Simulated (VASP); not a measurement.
# Ru in VASP: work function with PBE

Aim: the work function of Ru with PBE.

Program: VASP 6.6.1. These are calculated values, not measurements. Logs are shortened: lines on timing, memory, paths and dates and some standing lists are left out, and cuts for length are marked.

## (1) Starting point

The cell holds a slab with vacuum, 4 atoms: a = 2.719 Å, b = 2.719 Å, c = 28.126 Å, α = 90.00°, β = 90.00°, γ = 120.00°.

The cell was built by a generator and needn't be a form met in nature.

## (2) Work function, PBE

INCAR

```
ALGO = Fast
DIPOL = 0.5 0.5 0.500
EDIFF = 1E-6
ENCUT = 520
GGA = PE
IDIPOL = 3
ISIF = 2
ISMEAR = 1
LASPH = T
LCHARG = T
LDIPOL = T
LELF = T
LREAL = F
LVACPOTAV = T
LVHAR = T
LWAVE = F
NELM = 100
PREC = Accurate
SIGMA = 0.1
```

KPOINTS

```
k-points
0
Gamma
  14 14 1
```

POSCAR

```
Ru
1.0
    2.7193470000      0.0000000000      0.0000000000
   -1.3596735000      2.3550235400      0.0000000000
    0.0000000000      0.0000000000     28.1262814600
Ru
4
Direct
    0.3333330000      0.6666670000      0.3854354600
    0.6666670000      0.3333330000      0.4618118200
    0.3333330000      0.6666670000      0.5381881800
    0.6666670000      0.3333330000      0.6145645400
```

Potentials or basis: VASP PAW PBE potentials, release 64 (Ru_pv).

Command:

```
> cat potpaw_PBE.64/Ru_pv/POTCAR > POTCAR
> mpirun -np 1 vasp_std > vasp.out
```

OUTCAR:

```text
EDIFF = 1E-6
   ENCUT = 520
   GGA = PE
   ISIF = 2
   ISMEAR = 1
   LASPH = T
   LREAL = F
   NELM = 100
   PREC = Accurate

 ion  position               nearest neighbor table
   1  0.333  0.667  0.385-   2 2.66   2 2.66   2 2.66
   2  0.667  0.333  0.462-   3 2.66   1 2.66   3 2.66   1 2.66   3 2.66   1 2.66
   3  0.333  0.667  0.538-   2 2.66   4 2.66   2 2.66   4 2.66   2 2.66   4 2.66
   4  0.667  0.333  0.615-   3 2.66   3 2.66   3 2.66

  LATTYP: Found a hexagonal cell.
 ALAT       =     2.7193470000
 C/A-ratio  =    10.3430277416

  Lattice vectors:

 A1 = (   2.7193470000,   0.0000000000,   0.0000000000)
 A2 = (  -1.3596735000,   2.3550235400,   0.0000000000)
 A3 = (   0.0000000000,   0.0000000000,  28.1262814600)

Analysis of symmetry for initial positions (statically):
=====================================================================
 Subroutine PRICEL returns:
 Original cell was already a primitive cell.

 Routine SETGRP: Setting up the symmetry group for a
 hexagonal supercell.

 Subroutine GETGRP returns: Found 12 space group operations
 (whereof 12 operations were pure point group operations)
 out of a pool of 24 trial point group operations.

The static configuration has the point symmetry D_3d.

Analysis of symmetry for dynamics (positions and initial velocities):
=====================================================================
 Subroutine PRICEL returns:
 Original cell was already a primitive cell.

 Routine SETGRP: Setting up the symmetry group for a
 hexagonal supercell.

 Subroutine GETGRP returns: Found 12 space group operations
 (whereof 12 operations were pure point group operations)
 out of a pool of 24 trial point group operations.

The dynamic configuration has the point symmetry D_3d.

 Subroutine INISYM returns: Found 12 space group operations
 (whereof 12 operations are pure point group operations),
 and found     1 'primitive' translations

----------------------------------------------------------------------------------------

                                     Primitive cell

  volume of cell :     180.1243

  direct lattice vectors                    reciprocal lattice vectors
     2.719347000  0.000000000  0.000000000     0.367735342  0.212312103  0.000000000
    -1.359673500  2.355023540  0.000000000     0.000000000  0.424624206  0.000000000
     0.000000000  0.000000000 28.126281460     0.000000000  0.000000000  0.035553936

  length of vectors
     2.719347000  2.719346962 28.126281460     0.424624200  0.424624206  0.035553936

  position of ions in fractional coordinates (direct lattice)
     0.333333000  0.666667000  0.385435460
     0.666667000  0.333333000  0.461811820
     0.333333000  0.666667000  0.538188180
     0.666667000  0.333333000  0.614564540

  ion indices of the primitive-cell ions
   primitive index   ion index
                 1           1
                 2           2
                 3           3
                 4           4

----------------------------------------------------------------------------------------

 KPOINTS: k-points

Automatic generation of k-mesh.
 Grid dimensions read from file:
 generate k-points for:   14   14    1

 Generating k-lattice:

  Cartesian coordinates                     Fractional coordinates (reciprocal lattice)
     0.026266810  0.015165150  0.000000000     0.071428571  0.000000000  0.000000000
     0.000000000  0.030330300  0.000000000     0.000000000  0.071428571  0.000000000
     0.000000000  0.000000000  0.035553936     0.000000000  0.000000000  1.000000000

  Length of vectors
     0.030330300  0.030330300  0.035553936

  Shift w.r.t. Gamma in fractional coordinates (k-lattice)
     0.000000000  0.000000000  0.000000000

 Subroutine IBZKPT returns following result:
 ===========================================

 Found     24 irreducible k-points:

 Following reciprocal coordinates:
            Coordinates               Weight
  0.000000  0.000000  0.000000      1.000000
  0.071429  0.000000  0.000000      6.000000
  0.142857  0.000000  0.000000      6.000000
  0.214286  0.000000  0.000000      6.000000
  0.285714  0.000000  0.000000      6.000000
  0.357143  0.000000  0.000000      6.000000
[... 16 lines left out ...]
  0.285714  0.285714  0.000000      6.000000
  0.357143  0.285714  0.000000      6.000000
   k-points           NKPTS =     24   k-points in BZ     NKDIM =     24   number of bands    NBANDS=     33
   number of dos      NEDOS =    301   number of ions     NIONS =      4
   total plane-waves  NPLWV =  84000
   dimension x,y,z NGX =    20 NGY =   20 NGZ =  210
   dimension x,y,z NGXF=    40 NGYF=   40 NGZF=  420
   ions per type =               4
   NGX,Y,Z   is equivalent  to a cutoff of  12.23, 12.23, 12.41 a.u.
   NGXF,Y,Z  is equivalent  to a cutoff of  24.45, 24.45, 24.82 a.u.
 SYSTEM =  unknown system
   PREC   = accura    normal or accurate (medium, high low for compatibility)
   ISTART =      0    job   : 0-new  1-cont  2-samecut
   ICHARG =      2    charge: 1-file 2-atom 10-const
   ISPIN  =      1    spin polarized calculation?
   LNONCOLLINEAR =      F non collinear calculations
   LSORBIT =      F    spin-orbit coupling
   LASPH  =      T    aspherical Exc in radial PAW
   ENCUT  =  520.0 eV  38.22 Ry    6.18 a.u.   5.06  5.06 52.30*2*pi/ulx,y,z
   NELM   =    100;   NELMIN=  2; NELMDL= -5     # of ELM steps
   EDIFF  = 0.1E-05   stopping-criterion for ELM
   LREAL  =      F    real-space projection
   EDIFFG = 0.1E-04   stopping-criterion for IOM
   NSW    =      0    number of steps for IOM
   IBRION =     -1    ionic relax: 0-MD 1-quasi-New 2-CG
   NFREE  =      0    steps in history (QN), initial steepest desc. (CG)
   ISIF   =      2    stress and relaxation
   ISYM   =      2    0-nonsym 1-usesym 2-fastsym
   POTIM  = 0.5000    time-step for ionic-motion
   TEBEG  =    0.0;   TEEND  =   0.0 temperature during run
   PSTRESS=    0.0 pullay stress
   NELECT =      56.0000    total number of electrons
   NUPDOWN=      -1.0000    fix difference up-down
   EMIN   =  10.00;   EMAX   =-10.00  energy-range for DOS
   EFERMI =   0.00;   METHOD = LEGACY
   ISMEAR =     1;   SIGMA  =   0.10  broadening in eV -4-tet -1-fermi 0-gaus
   EFERMI_NEDOS =   21; number of points for ismear=-14 and -15
   IALGO  =     68    algorithm
   IMIX   =      4    mixing-type and parameters
     AMIX     =   0.40;   BMIX     =  1.00
     AMIX_MAG =   1.60;   BMIX_MAG =  1.00
  volume/ion in A,a.u.               =      45.03       303.88
  Fermi-wavevector in a.u.,A,eV,Ry     =   1.109039  2.095780 16.734720  1.229967
  Thomas-Fermi vector in A             =   2.245574
   LORBIT       =      0    0 simple, 1 ext, 2 COOP (PROOUT), +10 PAW based schemes
   GGA     = PE    functional components
   LHFCALC =     F    Hartree Fock is set to
   AEXX    =    0.0000 exact exchange contribution
   IVDW    =     0    specifies the selected vdW correction
   LEPSILON=     F    determine dielectric tensor
   LRPA    =     F    only Hartree local field effects (RPA)
 non-spin polarized calculation
 RMM-DIIS sequential band-by-band and
 Methfessel and Paxton  Order N= 1 SIGMA  =   0.10
  energy-cutoff  :      520.00
  volume of cell :      180.12
 maximum number of plane-waves:      4887
   NGX = 11   NGY = 11   NGZ =105

 number of electron      56.0000020 magnetization

 dipolmoment           0.000000      0.000000     -0.000000 electrons x Angstroem

 Free energy of the ion-electron system (eV)
  ---------------------------------------------------
  ext. energy  EPLUGINS =         0.00000000
  ---------------------------------------------------
  free energy    TOTEN  =       -34.75496705 eV

  energy without entropy =      -34.75963705  energy(sigma->0) =      -34.75652371

 E-fermi :   0.3499     XC(G=0):  -5.0413

 val. band max:        0.3461063714   @ k =   0.0714   0.0000   0.0000
 cond. band min:       0.3955968401   @ k =   0.2143   0.0000   0.0000
 fundamental gap:      0.0494904687
 Fermi energy:         0.3499365008

 k-point     1 :       0.0000    0.0000    0.0000
  band No.  band energies     occupation
      1     -43.1734      2.00000
      2     -42.7425      2.00000
      3     -42.4192      2.00000
      4     -42.4192      2.00000
      5     -42.3377      2.00000
      6     -42.3377      2.00000
[... 25 lines left out ...]
     32       0.5338     -0.02601
     33       1.4796     -0.00000

 k-point     2 :       0.0714    0.0000    0.0000
  band No.  band energies     occupation
      1     -43.1612      2.00000
      2     -42.7450      2.00000
      3     -42.4471      2.00000
      4     -42.4297      2.00000
      5     -42.3924      2.00000
      6     -42.3447      2.00000
[... 25 lines left out ...]
     32       0.4901     -0.06339
     33       0.7999     -0.00000

 k-point     3 :       0.1429    0.0000    0.0000
  band No.  band energies     occupation
      1     -43.1273      2.00000
      2     -42.7631      2.00000
      3     -42.5221      2.00000
      4     -42.4976      2.00000
      5     -42.4585      2.00000
      6     -42.3647      2.00000
[... 25 lines left out ...]
     32       0.4007      0.25180
     33       1.1274     -0.00000

 k-point     4 :       0.2143    0.0000    0.0000
  band No.  band energies     occupation
      1     -43.0801      2.00000
      2     -42.8289      2.00000
      3     -42.6526      2.00000
      4     -42.5721      2.00000
      5     -42.4993      2.00000
      6     -42.3942      2.00000
[... 673 lines left out ...]
     32       1.8762     -0.00000
     33       5.5909      0.00000

 k-point    23 :       0.2857    0.2857    0.0000
  band No.  band energies     occupation
      1     -43.0513      2.00000
      2     -43.0303      2.00000
      3     -42.8970      2.00000
      4     -42.7438      2.00000
      5     -42.7157      2.00000
      6     -42.6791      2.00000
[... 25 lines left out ...]
     32       1.8616     -0.00000
     33       5.7405      0.00000

 k-point    24 :       0.3571    0.2857    0.0000
  band No.  band energies     occupation
      1     -43.0354      2.00000
      2     -43.0145      2.00000
      3     -42.9293      2.00000
      4     -42.7816      2.00000
      5     -42.7075      2.00000
      6     -42.6842      2.00000
[... 25 lines left out ...]
     32       1.6014     -0.00000
     33       7.0674      0.00000

------------------------ aborting loop because EDIFF is reached ----------------------------------------

  FORCE on cell =-STRESS in cart. coord.  units (eV):
  Direction    XX          YY          ZZ          XY          YZ          ZX
  --------------------------------------------------------------------------------------
  -------------------------------------------------------------------------------------
  Total       -3.8172611     -3.8172610     -3.3286250      0.0000000      0.0000000      0.0000000
  in kB      -33.9539457    -33.9539444    -29.6076034      0.0000000      0.0000000      0.0000000
  external PRESSURE =     -32.5051645 kB  Pullay stress =       0.0000000 kB

 VOLUME and BASIS-vectors are now :
 -----------------------------------------------------------------------------
  energy-cutoff  :      520.00
  volume of cell :      180.12
      direct lattice vectors                 reciprocal lattice vectors
     2.719347000  0.000000000  0.000000000     0.367735342  0.212312103  0.000000000
    -1.359673500  2.355023540  0.000000000     0.000000000  0.424624206  0.000000000
     0.000000000  0.000000000 28.126281460     0.000000000  0.000000000  0.035553936

 POSITION                                       TOTAL-FORCE (eV/Angst)
 -----------------------------------------------------------------------------------
     -0.00000      1.57002     10.84087        -0.000000     -0.000000      0.694918
      1.35967      0.78501     12.98905         0.000000      0.000000     -0.553903
     -0.00000      1.57002     15.13723        -0.000000     -0.000000      0.553903
      1.35967      0.78501     17.28542         0.000000      0.000000     -0.694918
 -----------------------------------------------------------------------------------
    total drift:                                0.000000      0.000000      0.000000

  FREE ENERGIE OF THE ION-ELECTRON SYSTEM (eV)
  ---------------------------------------------------
  free  energy   TOTEN  =       -34.7549670461 eV

  energy  without entropy=      -34.7596370526  energy(sigma->0) =      -34.75652371

 vacuum level on the upper side and lower side of the slab         5.458         5.458
```

It took 3.4 min on 1 thread of Intel Xeon Platinum 8488C (Sapphire Rapids), shared host; peak memory 0.33 GiB.

Results:

| Property | Result |
| --- | --- |
| Free energy | -34.7550 eV |
| Largest force | 0.695 eV/Å |
| Band gap on the k mesh | none (metal or under the smearing width) |
| Work function of the upper face | 5.11 eV |
| Work function of the lower face | 5.11 eV |

Forces on the atoms (eV/Å):
```
Ru   0.000  0.000  0.695
Ru   0.000  0.000 -0.554
Ru   0.000  0.000  0.554
Ru   0.000  0.000 -0.695
```
